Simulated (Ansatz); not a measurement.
Runs of Ansatz 0.2.0 on Al. The typed cell holds 1 atom: a = 2.839 Å, b = 2.840 Å, c = 2.869 Å, α = 60.19°, β = 62.21°, γ = 59.49°. 

| level | cutoff (eV) | gap on the mesh (eV) | pressure (GPa) |
| --- | --- | --- | --- |
| r2SCAN | 500 | none | -3.5 |
| HSE06 | 420 | none | (a) |
| PBE0 | 420 | none | -1.8 |
| r2SCAN0 | 500 | none | -3.5 |
| LDA | 420 | none | -3.5 |

Alike in all rows: task projected density of states; potentials or basis Ansatz PAW; no spin polarisation; cell sheared at random, sigma 0.03, atoms nudged by 0.01 Å; k mesh 6 × 7 × 6; smearing fermi-dirac 0.05 eV; the mesh is coarse, so values aren't converged.

Estimate the missing entries.

(a) -1.4.

Caveats: all runs use coarse meshes; the PAW data sets come from PBE, with cores solved anew for the run's functional, which leaves a small shift of forces and pressure; the density of states is complete only up to the lowest level of the last band computed; the thresholds are loose for stress (some runs).

A gap of «none» marks a metal or a gap under the smearing width.
